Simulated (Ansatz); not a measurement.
# Sc2Al: the cost of one run

Method: DFT PBE, scalar-relativistic, plane waves, PAW, in Ansatz 0.2.0.

1 further run of the same task is left out (it didn't finish).

## 1. The system as given

It takes space group R-3m (No. 166, trigonal). The conventional cell has a = 3.677 Å, b = 3.677 Å, c = 16.659 Å, α = 90.00°, β = 90.00°, γ = 120.00°. Around Sc (site symmetry 3m) lie 3 Al at 2.54 Å. Around Al (site symmetry -3m) lie 6 Sc at 2.54 Å.

As a file:

```
Sc Al
1.0
     1.83856    1.06149    5.55291
    -1.83856    1.06149    5.55291
     0.00000   -2.12298    5.55291
Sc Al
2 1
Cartesian
  0.0000 0.0000 12.4940
  0.0000 0.0000 4.1647
  0.0000 0.0000 0.0000
```

This is candidate A: cadmium chloride type (R-3m, No. 166).

(A quick probe on a coarse mesh, which set the mesh and smearing, is not shown.)

## 3. Coarse relaxation (candidate A)

The input, input.yaml:

```yaml
crystal:
  lattice:
    - [1.8385561142, 1.0614908675, 5.5529097912]
    - [-1.8385561142, 1.0614908675, 5.5529097912]
    - [0.0, -2.1229817349, 5.5529097912]
  atoms:
    - { symbol: Sc, position: [0.75, 0.75, 0.75] }
    - { symbol: Sc, position: [0.25, 0.25, 0.25] }
    - { symbol: Al, position: [0.0, 0.0, 0.0] }
basis:
  ecutwfc: 420
kpoints:
  mp_grid: { grid: [6, 6, 6] }
hamiltonian:
  xc: pbe
scf:
  occupations: { method: gaussian, width: 0.1 }
  lower_state_search: "off"
output:
  forces: true
  stress: true
  eigenvalues: true
relax:
  adjacent_minimum: "off"
  f_tol: 0.04
  max_steps: 70
  cell: { stress_tol: 0.4 }
```

Launch:

```
ansatz run input.yaml --threads 1 --pin off --max-ram 2560MiB --backend cpu --events-out ev --progress --plain --runs-dir out
```

Q: Estimate wall time and peak memory on 1 thread of Arm Neoverse V2, shared host.

About 24 s, with a peak of 0.34 GiB.
